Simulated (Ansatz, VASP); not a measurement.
## Two plane-wave programs on Ta

```
Ta
1.0
    -1.65128    1.65128    1.68431
     1.65128   -1.65128    1.68431
     1.65128    1.65128   -1.68431
Ta
1
Direct
  0.00000 0.00000 0.00000
```

Alike in both runs: functional PBE; k mesh 9 × 9 × 9; occupations fermi-dirac, width 0.05 eV; no spin polarisation.

```csv
,VASP,Ansatz
version,VASP 6.6.1,Ansatz 0.2.0
potentials or method,"VASP PAW PBE potentials, release 64 (Ta_pv)",Ansatz PAW
plane-wave cutoff (eV),520,420
valence electrons in the cell,11,13
task,single point,band structure
```

Ansatz gave:

```
gap on the k mesh at the Fermi level (eV)       : none
pressure (GPa)                                  : -0.4
largest component of the traceless stress (GPa) : 0.16
```

Problem. Which values does VASP return?

Solution. gap on the k mesh at the Fermi level (eV): none; pressure (GPa): -0.3; largest component of the traceless stress (GPa): 0.16.

A gap of «none» marks a metal or a gap that the smearing closes. With one functional, cell and mesh, what is left measures potentials, basis and numerics. The two sets of potentials don't hold the same shells in valence.

Caveats: spin-orbit coupling is left out, which moves the levels of the heavy elements (Ansatz). Spin-orbit coupling is left out, which matters for the levels of Ta.
